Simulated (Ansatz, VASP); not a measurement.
**One calculation of NaF, two programs**

```
Na F
1.0
     0.00000    2.35050    2.35050
     2.35050    0.00000    2.35050
     2.35050    2.35050    0.00000
Na F
1 1
Direct
  0.50000 0.50000 0.50000
  0.00000 0.00000 0.00000
```

The cell was built by a generator and needn't be a form met in nature.

Alike in both runs: task single point; functional PBE; k mesh 8 × 8 × 8; occupations gaussian, width 0.02 eV; no spin polarisation.

|  | VASP | Ansatz |
| --- | --- | --- |
| version | VASP 6.6.1 | Ansatz 0.2.0 |
| potentials or method | VASP PAW PBE potentials, release 64 (Na_pv, F) | scalar-relativistic, plane waves, PAW |
| plane-wave cutoff (eV) | 520 | 420 |
| valence electrons in the cell | 14 | 16 |

|  | VASP | Ansatz | Ansatz less VASP |
| --- | --- | --- | --- |
| gap on the k mesh at the Fermi level (eV) | 6.07 | 6.09 | +0.016 |
| least direct gap on the mesh (eV) | 6.07 | 6.09 | +0.016 |
| pressure (GPa) | -0.2 | 0.0 | +0.17 |

The functional is the same, so the differences come from potentials, cutoffs and numerics. The two sets of potentials don't hold the same shells in valence.

As with any semilocal functional, this PBE gap is likely too small.
